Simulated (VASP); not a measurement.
Set up this calculation in VASP 6.6.1, as the native input.

* Task: relaxation of cell and atoms
* Functional: PBE
* Potentials or basis: VASP PAW PBE potentials, release 64 (Be)
* Cutoff: 600 eV
* k mesh: 22 × 22 × 12
* Occupations: methfessel-paxton, width 0.1 eV
* Spin: no spin polarisation
* Further INCAR settings: ALGO = Normal; EDIFF = 1e-06; IBRION = 2; EDIFFG = -0.01; NSW = 80; ISIF = 3

The structure of Be lies in POSCAR:

```
Be
1.0
    2.2866000000      0.0000000000      0.0000000000
   -1.1433000000      1.9802536883      0.0000000000
    0.0000000000      0.0000000000      3.5833000000
Be
2
Direct
    0.3333333333      0.6666666667      0.2500000000
    0.6666666667      0.3333333333      0.7500000000
```

One way to write it, as run:

INCAR

```
PREC = Accurate
ENCUT = 600
EDIFF = 1E-6
ISMEAR = 1
SIGMA = 0.1
LREAL = False
LASPH = True
NELM = 120
ALGO = Normal
ISIF = 3
LWAVE = False
LCHARG = False
GGA = PE
IBRION = 2
NSW = 80
EDIFFG = -0.01
ISYM = 2
KPAR = 4
```

KPOINTS

```
regular mesh
0
Gamma
  22 22 12
```

Potentials or basis: VASP PAW PBE potentials, release 64 (Be).

Run with:

```bash
$ cat potpaw_PBE.64/Be/POTCAR > POTCAR
$ mpirun -np 4 vasp_std > vasp.out
```

Results of the run:

```
Relaxed volume                         : 7.91 Å³/atom
Relaxed cell                           : a = 2.262 Å, b = 2.262 Å, c = 3.571 Å, α = 90.00°, β = 90.00°, γ = 120.00°
Space group after relaxing (to 0.05 Å) : P6_3/mmc (No. 194)
Energy gained by relaxing              : 2.1 meV/atom
Ionic steps                            : 5
Pressure after relaxing                : 0.0 GPa
Band gap on the k mesh                 : none (metal or under the smearing width)
```

Wall time 20 s on 4 MPI ranks on Intel(R) Xeon(R) Platinum 8488C (Sapphire Rapids), with other jobs on the host, peak memory 0.14 GiB a rank.
